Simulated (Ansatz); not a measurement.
# NbC: the cost of one run

Program: Ansatz 0.2.0. Level of theory: DFT PBEsol, scalar-relativistic, plane waves, PAW. These are calculated values, not measurements.

### 1 The structure to begin with

The structure is cubic, space group Fm-3m (No. 225). The conventional cell has a = 4.400 Å, b = 4.400 Å, c = 4.400 Å, α = 90.00°, β = 90.00°, γ = 90.00°. Nb (site symmetry m-3m) is surrounded by 6 C at 2.20 Å. C (site symmetry m-3m) has 6 Nb at 2.20 Å as nearest neighbours.

Coordinates:

```xyz
2
Lattice="0.0000 2.2000 2.2000 2.2000 0.0000 2.2000 2.2000 2.2000 0.0000" Properties=species:S:1:pos:R:3 pbc="T T T"
Nb    0.0000    0.0000    0.0000
C     2.2000    2.2000    2.2000
```

No relaxation comes first: the listed cell is the starting point.

### 2 The reference: the undisturbed cell on the scan's mesh

Input file input.yaml:

```yaml
crystal:
  lattice:
    - [0.0, 2.2, 2.2]
    - [2.2, 0.0, 2.2]
    - [2.2, 2.2, 0.0]
  atoms:
    - { symbol: Nb, position: [0.0, 0.0, 0.0] }
    - { symbol: C, position: [0.5, 0.5, 0.5] }
basis:
  ecutwfc: 420
kpoints:
  mp_grid: { grid: [18, 18, 18] }
hamiltonian:
  xc: pbesol
scf:
  occupations: { method: gaussian, width: 0.15 }
output:
  forces: true
  stress: true
  eigenvalues: true
```

Q: Estimate wall time and peak memory on 1 thread of an x86-64 CPU, shared host.

About 4.7 s, with a peak of 0.4 GiB.
